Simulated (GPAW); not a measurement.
## A GW chain in GPAW: AlN (P6_3mc)

How does a plane-wave GW calculation on AlN (P6_3mc) run from the first input to the gap?

Method: LDA and many-body steps on it, plane waves, in GPAW 26.7.0.

The database entry behind the starting cell differs from later determinations by our own check (inner coordinate u about 0.002 short), so it need not match the best structure at ambient conditions.

## 1. The starting structure

It takes space group P6_3mc (No. 186, hexagonal). Conventional cell: a = 3.113 Å, b = 3.113 Å, c = 4.981 Å, α = 90.00°, β = 90.00°, γ = 120.00°. Al has 4 N at 1.89 Å nearest. N has 4 Al at 1.89 Å nearest. Farther neighbours and most contacts between anions are not listed.

As a file:

```cif
data_structure
_symmetry_space_group_name_H-M 'P6_3mc'
_symmetry_Int_Tables_number 186
_cell_length_a 3.1130
_cell_length_b 3.1130
_cell_length_c 4.9810
_cell_angle_alpha 90.000
_cell_angle_beta 90.000
_cell_angle_gamma 120.000
_cell_volume 41.80
loop_
_atom_site_label
_atom_site_type_symbol
_atom_site_symmetry_multiplicity
_atom_site_Wyckoff_symbol
_atom_site_fract_x
_atom_site_fract_y
_atom_site_fract_z
_atom_site_occupancy
Al1 Al 2 b 0.33333 0.66667 0.00000 1
N1 N 2 b 0.33333 0.66667 0.38000 1
```

The cell and positions come from the Crystallography Open Database and are kept as given unless a step says otherwise.

## 2. Ground state

This step: GPAW 26.7.0; DFT, LDA, plane waves, PAW.

The ground-state density comes first.

run.py

```python
import json
import numpy as np
from gpaw.mpi import world
from ase import Atoms
from gpaw import GPAW, PW, FermiDirac

atoms = Atoms(['Al', 'Al', 'N', 'N'],
    cell=[[3.1130000000, 0.0000000000, 0.0000000000],
      [-1.5565000000, 2.6959370820, 0.0000000000],
      [0.0000000000, 0.0000000000, 4.9810000000]],
    scaled_positions=[[0.3333333333, 0.6666666667, 0.0000000000],
      [0.6666666667, 0.3333333333, 0.5000000000],
      [0.3333333333, 0.6666666667, 0.3800000000],
      [0.6666666667, 0.3333333333, 0.8800000000]],
    pbc=(True, True, True))
calc = GPAW(mode=PW(600),
    xc='LDA',
    kpts={'size': (9, 9, 6), 'gamma': True},
    occupations=FermiDirac(0.001),
    nbands=-8,
    convergence={'density': 1e-6, 'bands': -3},
    maxiter=100,
    txt='gs.txt')
atoms.calc = calc
res = {'energy': atoms.get_potential_energy()}
kpts = calc.get_ibz_k_points()
res['kpts'] = kpts
res['eigenvalues'] = [calc.get_eigenvalues(kpt=k) for k in range(len(kpts))]
res['n_electrons'] = calc.get_number_of_electrons()
calc.write('gs.gpw')

if world.rank == 0:
    with open('result.json', 'w') as f:
        json.dump(res, f, default=lambda x: x.tolist())
```

On the command line:

```console
mpirun -n 4 gpaw python run.py
```

Numbers of over 12 decimals in the logs are rounded to 6 here.

Log:

```text
__  _  _
 | _ |_)|_||  |
 |__||  | ||/\| - 26.7.0

Input parameters:
  mode=PW(ecut=600.0),
  convergence={'density': 1e-06, 'bands': -3},
  kpts=MonkhorstPack(size=(9, 9, 6), gamma=True),
  maxiter=100,
  nbands=-8,
  occupations=Occupations(name='fermi-dirac', width=0.001, fixmagmom=False),
  xc=XC(name='LDA')
  [... matrices ...]
Diagonalizing LCAO Hamiltonian
Converting LCAO to pw mode

           N

           Al
        N

        Al

Atoms  # Å, Bohr magnetons
|   | symbol |         x |        y |        z |    initial magnetic moments |
| 0 |     Al | -0.000000 | 1.797291 | 0.000000 | ( 0.0000,  0.0000,  0.0000) |
| 1 |     Al |  1.556500 | 0.898646 | 2.490500 | ( 0.0000,  0.0000,  0.0000) |
| 2 |      N | -0.000000 | 1.797291 | 1.892780 | ( 0.0000,  0.0000,  0.0000) |
| 3 |      N |  1.556500 | 0.898646 | 4.383280 | ( 0.0000,  0.0000,  0.0000) |

Unit cell  # Å
| periodic |         x |        y |        z |  lengths |     angles |
|      yes |  3.113000 | 0.000000 | 0.000000 | 3.113000 |  90.000000 |
|      yes | -1.556500 | 2.695937 | 0.000000 | 3.113000 |  90.000000 |
|      yes |  0.000000 | 0.000000 | 4.981000 | 4.981000 | 120.000000 |

Number of symmetries: 6
Symmetry operations  # r_c * U_cc + t_c -> r_c
|   | kind |            matrix            |
| 0 |  σ   |  1, 1, 0,  0,-1, 0,  0, 0, 1 |
| 1 |  E   |  1, 0, 0,  0, 1, 0,  0, 0, 1 |
| 2 |  C3  |  0, 1, 0, -1,-1, 0,  0, 0, 1 |
| 3 |  σ   |  0,-1, 0, -1, 0, 0,  0, 0, 1 |
| 4 |  σ   | -1, 0, 0,  1, 1, 0,  0, 0, 1 |
| 5 |  C3  | -1,-1, 0,  1, 0, 0,  0, 0, 1 |

BZ-sampling:
  Number of BZ points: 486
  Number of IBZ points: 62

  Monkhorst-Pack size: [9, 9, 6]
  Monkhorst-Pack shift: [0.0, 0.0, 0.083333]

K-points  # in reciprocal-cell coordinates
|     |                                coordinates |     weight |
|   0 | (  0.00000000,   0.00000000,   0.00000000) | 0.00205761 |
|   1 | (  0.00000000,   0.00000000,   0.16666667) | 0.00411523 |
|   2 | (  0.00000000,   0.00000000,   0.33333333) | 0.00411523 |
|   3 | (  0.00000000,   0.00000000,   0.50000000) | 0.00205761 |
|   4 | (  0.11111111,   0.00000000,  -0.33333333) | 0.01234568 |
|   5 | (  0.11111111,   0.00000000,  -0.16666667) | 0.01234568 |
|   6 | (  0.11111111,   0.00000000,   0.00000000) | 0.01234568 |
|   7 | (  0.11111111,   0.00000000,   0.16666667) | 0.01234568 |
|   8 | (  0.11111111,   0.00000000,   0.33333333) | 0.01234568 |
|   9 | (  0.11111111,   0.00000000,   0.50000000) | 0.01234568 |
| ... |                                            |            |
|  61 | (  0.44444444,   0.44444444,   0.50000000) | 0.01234568 |

Plane wave coefficients: 1412
Cutoff: 600.0 eV

Spin-components: 1 (collinear spins)
Bands:           16
Projectors:      20
Spin-degeneracy: 2
Datatype:        complex128

  Storage: CPU
  Wave functions: 22_014_464 bytes (5_503_616 per core)
  Projectors: 31_645_792 bytes (7_911_448 per core)
  [... matrices ...]
Parallelization:
  kpt:    4
  domain: 1
  band:   1

Density:
  Valence electrons: 16.0
  Components: 1
  Grid points: [18 18 30]
  Charge: 0.0  # |e|

Potential:
  Grid points: [18 18 30]

species:
  Al:
    name:    Aluminium
    Z:       13.0
    valence: 3
    core:    10
    charge:  0.0  # [|e|]
    compensation charges:
      type: gauss
      rc: 0.34  # [Å]
      lmax: 2
    cutoffs:
      filter: 1.91  # [Å]
      core: 2.36  # [Å]
    projectors
    | kind |    occ | energy [eV] | rcut [Å] |
    |   3s |  2.000 |      -7.830 |    1.085 |
    |   3p |  1.000 |      -2.783 |    1.085 |
    |    s |        |      19.382 |    1.085 |
    |    p |        |      24.428 |    1.085 |
    |    d |        |       0.000 |    1.085 |

    Using partial waves for Al as LCAO basis

  N:
    name:    Nitrogen
    Z:       7.0
    valence: 5
    core:    2
    charge:  0.0  # [|e|]
    compensation charges:
      type: gauss
      rc: 0.18  # [Å]
      lmax: 2
    cutoffs:
      filter: 1.11  # [Å]
      core: 0.96  # [Å]
    projectors
    | kind |    occ | energy [eV] | rcut [Å] |
    |   2s |  2.000 |     -18.420 |    0.603 |
    |   2p |  3.000 |      -7.237 |    0.529 |
    |    s |        |       8.791 |    0.603 |
    |    p |        |      19.974 |    0.529 |
    |    d |        |       0.000 |    0.577 |

    Using partial waves for N as LCAO basis

Reference energy: -16098.591502  # eV

eigensolver:
  PPCG
  Converge bands: -3
  niter=2

density mixing:
  MSR1-Mixer
  Pratt-step length: 0.05
  Maximum mixing coefficient: 0.75
  Old densities: 10
  SVD Regularization: 0.005
  Good broyden scale: 1.0
  Trust region scale: 1.0
  Backstep threshold: 4.0
  History deletion threshold: 6.0
  Fourier metric: weight=20.0, sigma=0.015

occupation numbers:
  Fermi-Dirac:
    width: 0.0010  # eV

poisson solver:
  ecut: 4800.0  # eV

xc functional:
  name: None

Initialization done in: 1.696 s

convergence criteria:
- Maximum integral of absolute [dens]ity change: 1e-06 electrons / valence electron
- Maximum [total energy] change in last 3 cyles: 0.0005 eV / valence electron
- Maximum integral of absolute [eigenst]ate change: 4e-08 eV^2 / valence electron
maximum number of iterations: 100

SCF iterations
|iter     |     time |      energy | eigst |  dens |
|iter:   1|  |  -36.637597 | +0.82 |       |
|iter:   2|  |  -35.599262 | -0.53 | -0.55 |
|iter:   3|  |  -32.525229 | -0.47 | -0.61 |
|iter:   4|  |  -32.502560 | -2.28 | -1.25 |
|iter:   5|  |  -32.498826 | -2.97 | -1.57 |
|iter:   6|  |  -32.498882c| -4.22 | -2.74 |
|iter:   7|  |  -32.498893c| -5.21 | -3.15 |
|iter:   8|  |  -32.498893c| -6.01 | -4.36 |
|iter:   9|  |  -32.498893c| -7.04 | -5.00 |
|iter:  10|  |  -32.498893c| -7.64c| -6.03c|

Converged in 10 steps
SCF loop duration: 4.127 s (0.413 s/step)
Energy contributions relative to reference atoms: (reference = -16098.591502)
  [... matrices ...]
Energy contributions:
  Kinetic:          32.153303
  Coulomb:         -27.304813
  Zero:             -0.041917
  External:          0.000000
  Xc:              -37.305466
  Entropy:          -0.000000
  Spinorbit:         0.000000
  ----------------------------
  Free energy:     -32.498893
  Extrapolated:    -32.498893

dipole moment: (-0.000001, -0.000001, -6.848904)  # |e|*Ang

Fermi level: 6.282
Eigenvalues  # (at kpt = [0.000, 0.000, 0.000])
| band index |      eig [eV] | occ [0-2] |
|          0 |        -9.184 |     2.000 |
|          1 |        -6.967 |     2.000 |
|          2 |        -0.185 |     2.000 |
|          3 |         5.018 |     2.000 |
|          4 |         5.018 |     2.000 |
|          5 |         5.672 |     2.000 |
|          6 |         5.672 |     2.000 |
|          7 |         5.854 |     2.000 |
|          8 |        10.100 |     0.000 |
|          9 |        12.405 |     0.000 |
|         10 |        16.363 |     0.000 |
|         11 |        16.823 |     0.000 |
|         12 |        16.823 |     0.000 |
|         13 |        18.788 |     0.000 |
|         14 |        18.817 |     0.000 |
|         15 |        18.817 |     0.000 |

Gap: 4.245 eV
Transition (v -> c):
  (s=0, k=0, n=7, [0.00, 0.00, 0.00]) -> (s=0, k=0, n=8, [0.00, 0.00, 0.00])
No difference between direct/indirect transitions
# Writing to gs.gpw (mode='')
  [... matrices ...]
```

Run time: 7.6 s. Hardware: 4 MPI ranks of Intel Xeon Platinum 8488C (Sapphire Rapids), shared host; peak memory 0.67 GiB; 29 s of CPU time.

This step gave:

| Property | Result |
| --- | --- |
| total energy | -32.50 eV |
| gap | 4.245 eV |
| k of the valence top | 0, 0, 0 |
| k of the conduction bottom | 0, 0, 0 |
| least direct gap | 4.245 eV |

The gap is direct, at Γ.

## 3. Bands along the symmetry lines

Levels along a band path, at the cheap level, show where the edges lie and whether the meshes to come will hold them.

run.py

```python
import json
import numpy as np
from gpaw.mpi import world
from gpaw import GPAW

path = [[0.000000, 0.000000, 0.000000],
    [0.062500, 0.000000, 0.000000],
    [0.125000, 0.000000, 0.000000],
    [0.187500, 0.000000, 0.000000],
    [0.250000, 0.000000, 0.000000],
    [0.312500, 0.000000, 0.000000],
    [0.375000, 0.000000, 0.000000],
    [0.437500, 0.000000, 0.000000],
    [0.500000, 0.000000, 0.000000],
    [0.479167, 0.041667, 0.000000],
    [0.458333, 0.083333, 0.000000],
    [0.437500, 0.125000, 0.000000],
    [0.416667, 0.166667, 0.000000],
    [0.395833, 0.208333, 0.000000],
    [0.375000, 0.250000, 0.000000],
    [0.354167, 0.291667, 0.000000],
    [0.333333, 0.333333, 0.000000],
    [0.291667, 0.291667, 0.000000],
    [0.250000, 0.250000, 0.000000],
    [0.208333, 0.208333, 0.000000],
    [0.166667, 0.166667, 0.000000],
    [0.125000, 0.125000, 0.000000],
    [0.083333, 0.083333, 0.000000],
    [0.041667, 0.041667, 0.000000],
    [0.000000, 0.000000, 0.000000],
    [0.000000, 0.000000, 0.062500],
    [0.000000, 0.000000, 0.125000],
    [0.000000, 0.000000, 0.187500],
    [0.000000, 0.000000, 0.250000],
    [0.000000, 0.000000, 0.312500],
    [0.000000, 0.000000, 0.375000],
    [0.000000, 0.000000, 0.437500],
    [0.000000, 0.000000, 0.500000],
    [0.062500, 0.000000, 0.500000],
    [0.125000, 0.000000, 0.500000],
    [0.187500, 0.000000, 0.500000],
    [0.250000, 0.000000, 0.500000],
    [0.312500, 0.000000, 0.500000],
    [0.375000, 0.000000, 0.500000],
    [0.437500, 0.000000, 0.500000],
    [0.500000, 0.000000, 0.500000],
    [0.479167, 0.041667, 0.500000],
    [0.458333, 0.083333, 0.500000],
    [0.437500, 0.125000, 0.500000],
    [0.416667, 0.166667, 0.500000],
    [0.395833, 0.208333, 0.500000],
    [0.375000, 0.250000, 0.500000],
    [0.354167, 0.291667, 0.500000],
    [0.333333, 0.333333, 0.500000],
    [0.291667, 0.291667, 0.500000],
    [0.250000, 0.250000, 0.500000],
    [0.208333, 0.208333, 0.500000],
    [0.166667, 0.166667, 0.500000],
    [0.125000, 0.125000, 0.500000],
    [0.083333, 0.083333, 0.500000],
    [0.041667, 0.041667, 0.500000],
    [0.000000, 0.000000, 0.500000],
    [0.500000, 0.000000, 0.500000],
    [0.500000, 0.000000, 0.437500],
    [0.500000, 0.000000, 0.375000],
    [0.500000, 0.000000, 0.312500],
    [0.500000, 0.000000, 0.250000],
    [0.500000, 0.000000, 0.187500],
    [0.500000, 0.000000, 0.125000],
    [0.500000, 0.000000, 0.062500],
    [0.500000, 0.000000, 0.000000],
    [0.333333, 0.333333, 0.500000],
    [0.333333, 0.333333, 0.437500],
    [0.333333, 0.333333, 0.375000],
    [0.333333, 0.333333, 0.312500],
    [0.333333, 0.333333, 0.250000],
    [0.333333, 0.333333, 0.187500],
    [0.333333, 0.333333, 0.125000],
    [0.333333, 0.333333, 0.062500],
    [0.333333, 0.333333, 0.000000]]
calc = GPAW('gs.gpw').fixed_density(kpts=path,
    symmetry='off',
    nbands=18,
    convergence={'bands': 14},
    txt='bands.txt')
res = {}
kpts = calc.get_ibz_k_points()
res['kpts'] = kpts
res['eigenvalues'] = [calc.get_eigenvalues(kpt=k) for k in range(len(kpts))]
res['n_electrons'] = calc.get_number_of_electrons()

if world.rank == 0:
    with open('result.json', 'w') as f:
        json.dump(res, f, default=lambda x: x.tolist())
```

On the command line:

```console
mpirun -n 4 gpaw python run.py
```

Log:

```text
Diagonalizing LCAO Hamiltonian
Converting LCAO to pw mode
convergence criteria:
- Maximum integral of absolute [eigenst]ate change: 4e-08 eV^2 / valence electron
maximum number of iterations: 100

SCF iterations
|iter     |     time |      energy | eigst |  dens |
|iter:   1|  |             | +1.04 |       |
|iter:   2|  |             | -0.50 |       |
|iter:   3|  |             | -2.05 |       |
|iter:   4|  |             | -3.47 |       |
|iter:   5|  |             | -4.72 |       |
|iter:   6|  |             | -5.93 |       |
|iter:   7|  |             | -6.89 |       |
|iter:   8|  |             | -7.98c|       |
SCF steps: 8
  __  _  _
 | _ |_)|_||  |
 |__||  | ||/\| - 26.7.0

Input parameters:
  mode=PW(ecut=600.0),
  convergence={'bands': 14},
  gpts=array([18, 18, 30]),
  kpts=KPoints(kpts=array([[0.      , 0.      , 0.      ],
         [0.0625  , 0.      , 0.      ],
         [0.125   , 0.      , 0.      ],
         [0.1875  , 0.      , 0.      ],
[...]
[0.479167, 0.041667, 0.      ],
         [0.458333, 0.083333, 0.      ],
[...]
[0.416667, 0.166667, 0.      ],
[...]
[0.5     , 0.      , 0.0625  ],
         [0.5     , 0.      , 0.      ],
[...]
[0.333333, 0.333333, 0.125   ],
         [0.333333, 0.333333, 0.0625  ],
         [0.333333, 0.333333, 0.      ]])),
  maxiter=100,
  nbands=18,
  occupations=Occupations(name='fermi-dirac', width=0.001, fixmagmom=False),
  parallel={},
  symmetry=Symmetry(point_group=False, time_reversal=False),
  xc=XC(name='LDA')
  [... matrices ...]
timing:  # [seconds]
  Total: 0.037  # ━━━━━━━━━━━━━━━━━━━━━━━━━━━━━━━━━━━━━━━━━━━━━━━━━━━━━━━━━━━
```

Wall time 7.4 s (4 MPI ranks); peak memory 0.72 GiB.

Numbers from this step:

* gap: 4.245 eV
* k of the valence top: 0, 0, 0
* k of the conduction bottom: 0, 0, 0
* least direct gap: 4.245 eV

The gap is 4.245 eV, as in the run before at this level.

Electronic bands along the path, in eV, zero at the top of the highest filled band; v1 is the highest filled band, c1 the lowest empty one:

```csv
point,v4,v3,v2,v1,c1,c2,c3,c4
Γ,-0.84,-0.18,-0.18,0.00,4.25,6.55,10.51,10.97
halfway,-2.44,-1.56,-0.44,-0.39,6.16,7.49,7.96,9.91
M,-3.37,-2.09,-1.80,-0.67,5.67,5.69,8.11,10.18
halfway,-3.12,-3.02,-1.89,-1.51,5.39,7.01,8.79,9.96
K,-3.80,-2.45,-2.40,-2.40,4.91,8.25,9.58,9.58
halfway,-3.37,-1.69,-0.88,-0.60,6.80,7.33,8.43,9.00
Γ,-0.84,-0.18,-0.18,0.00,4.25,6.55,10.51,10.97
halfway,-0.75,-0.75,-0.29,-0.29,5.18,6.68,10.16,10.94
A,-0.52,-0.52,-0.52,-0.52,6.43,6.43,10.18,10.18
halfway,-1.60,-1.60,-1.02,-1.02,6.44,6.44,9.38,9.38
L,-1.45,-1.45,-1.37,-1.37,5.21,5.21,9.11,9.11
halfway,-2.76,-2.76,-0.93,-0.93,6.06,6.06,9.09,9.09
H,-3.88,-3.88,-0.79,-0.79,7.31,7.31,7.74,7.74
halfway,-1.83,-1.83,-1.22,-1.22,6.64,6.64,9.36,9.36
A,-0.52,-0.52,-0.52,-0.52,6.43,6.43,10.18,10.18
jump to L,-1.45,-1.45,-1.37,-1.37,5.21,5.21,9.11,9.11
halfway,-2.58,-1.91,-1.20,-0.92,4.97,5.77,9.22,9.35
M,-3.37,-2.09,-1.80,-0.67,5.67,5.69,8.11,10.18
jump to H,-3.88,-3.88,-0.79,-0.79,7.31,7.31,7.74,7.74
halfway,-4.47,-2.95,-1.48,-1.48,5.76,8.10,8.57,8.57
K,-3.80,-2.45,-2.40,-2.40,4.91,8.25,9.58,9.58
```

## 4. Empty states on the mesh, 6×6×4 mesh, 184 bands

The sums over transitions need many empty states on a uniform mesh; this step solves for them.

run.py

```python
import json
import numpy as np
from gpaw.mpi import world
from gpaw import GPAW

calc = GPAW('gs.gpw').fixed_density(kpts={'size': (6, 6, 4), 'gamma': True},
    parallel={'domain': 1, 'band': 1},
    txt='nscf.txt')
calc.diagonalize_full_hamiltonian(nbands=184)
calc.write('full.gpw', mode='all')
res = {}
kpts = calc.get_ibz_k_points()
res['kpts'] = kpts
res['eigenvalues'] = [calc.get_eigenvalues(kpt=k) for k in range(len(kpts))]
res['n_electrons'] = calc.get_number_of_electrons()

if world.rank == 0:
    with open('result.json', 'w') as f:
        json.dump(res, f, default=lambda x: x.tolist())
```

On the command line:

```console
mpirun -n 4 gpaw python run.py
```

Log:

```text
Diagonalizing LCAO Hamiltonian
Converting LCAO to pw mode
convergence criteria:
- Maximum integral of absolute [eigenst]ate change: 4e-08 eV^2 / valence electron
maximum number of iterations: 100

SCF iterations
|iter     |     time |      energy | eigst |  dens |
|iter:   1|  |             | +0.96 |       |
|iter:   2|  |             | -0.56 |       |
|iter:   3|  |             | -1.61 |       |
[...]
|iter:   7|  |             | -5.97 |       |
|iter:   8|  |             | -6.59 |       |
|iter:   9|  |             | -7.62c|       |
SCF steps: 9
  __  _  _
 | _ |_)|_||  |
 |__||  | ||/\| - 26.7.0

Input parameters:
  mode=PW(ecut=600.0),
  convergence={'density': 1e-06, 'bands': -3},
  gpts=array([18, 18, 30]),
  kpts=MonkhorstPack(size=(6, 6, 4), gamma=True),
  maxiter=100,
  nbands=16,
  occupations=Occupations(name='fermi-dirac', width=0.001, fixmagmom=False),
  parallel={'domain': 1, 'band': 1},
  xc=XC(name='LDA')
Matrix size: 1412x1412
# Writing to full.gpw (mode='all')
  [... matrices ...]

timing:  # [seconds]
  Total: 10.500  # ━━━━━━━━━━━━━━━━━━━━━━━━━━━━━━━━━━━━━━━━━━━━━━━━━━━━━━━━━━
```

Run time: 15 s. Hardware: 4 MPI ranks; peak memory 1.6 GiB.

This step gave:

* gap: 4.245 eV
* k of the valence top: 0, 0, 0
* k of the conduction bottom: 0, 0, 0
* least direct gap: 4.245 eV
* k points computed: 24
* lowest point of the top converged band, above the valence top: 136.4233 eV

On this mesh the gap is 4.245 eV.

(Part 1 of 2 ends here.)

[Paths, hosts, dates, memory and timing lines, banners, echoed tables and standing remarks are left out of the program output.]

[Logs are printed without paths, hosts, clocks, repeated set-up lines and the standing remarks that a program may print on its own settings, such as how far it seeks lower states.]

[Runs of the session that timed out or met a known fault of the program may be left out.]

[Hosts, paths, dates, database ids (printed as entryN), source tags and the programs' standing remarks are cut or masked in the printed files.]
